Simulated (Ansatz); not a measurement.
InSe, DFT, PBEsol, all-electron PAW with datasets made for the crystal, scalar-relativistic (Ansatz 0.2.0), run on 1 thread of Arm Neoverse V2 on a shared host.

The cell is COD entry 1540841, as deposited and not checked against the literature; nothing was relaxed. The listed cell was then made from it by scaling, straining or moving an atom.

Command: `ansatz run input.yaml --threads 1 --pin off --max-ram 6144MiB --backend cpu --events-out ev --progress --plain --runs-dir out`

```yaml
crystal:
  lattice:
    - [5.9451207775, -2.0820425748, 0.0]
    - [5.9451207775, 2.0820425748, 0.0]
    - [-1.6204630532, 0.0, 4.380553147]
  atoms:
    - { symbol: In, position: [0.884, 0.884, 0.005] }
    - { symbol: In, position: [0.116, 0.116, 0.995] }
    - { symbol: Se, position: [0.66, 0.66, 0.642] }
    - { symbol: Se, position: [0.34, 0.34, 0.358] }
kpoints:
  mp_grid: { grid: [7, 7, 6] }
scf:
  occupations: { method: fermi_dirac, width: 0.02 }
hamiltonian:
  xc: pbesol
  pseudopotentials: { kind: all_electron, datasets: crystal }
output:
  forces: true
  stress: true
  eigenvalues: true
  efg: { contact_densities: true }
```

**Question.** How large is the problem that the program sets up?

**Answer.** 88 irreducible k-points, 891 plane waves at Γ, 23 bands.

**Question.** About how long does it take, and how much memory does it use?

**Answer.** 24 s of wall time for 9 SCF iterations, with a peak of 0.79 GiB. Times on shared machines scatter by tens of per cent.

**Question.** And the same cell and mesh by PAW with the default files, asked for forces, stress, eigenvalues, efg, write_density, write_potential, elf, on the same hardware?

**Answer.** 24 s, peak memory 0.58 GiB.
